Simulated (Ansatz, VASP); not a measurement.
One calculation of Ge, two programs

```
CELL_PARAMETERS angstrom
0.00000 2.83743 2.83743
2.83743 0.00000 2.83743
2.83743 2.83743 0.00000
ATOMIC_POSITIONS crystal
Ge 0.00000 0.00000 0.00000
Ge 0.25000 0.25000 0.25000
```

Alike in both runs: task single point; functional PBEsol; k mesh 11 × 11 × 11; occupations fermi-dirac, width 0.05 eV; no spin polarisation.

|  | VASP | Ansatz |
| --- | --- | --- |
| version | VASP 6.6.1 | Ansatz 0.2.0 |
| potentials or method | VASP PAW PBE potentials, release 64 (Ge_d), cutoff 520 eV | all-electron LAPW, scalar-relativistic |

Ansatz gave:

```
pressure (GPa) : 0.0
```

Estimate VASP's values.

pressure (GPa): -0.4.

Ansatz ran all-electron here, so the differences hold the error of VASP's frozen core and of both bases.

Caveats: the PAW data sets were made with another functional, which shifts forces and pressure a little (VASP).
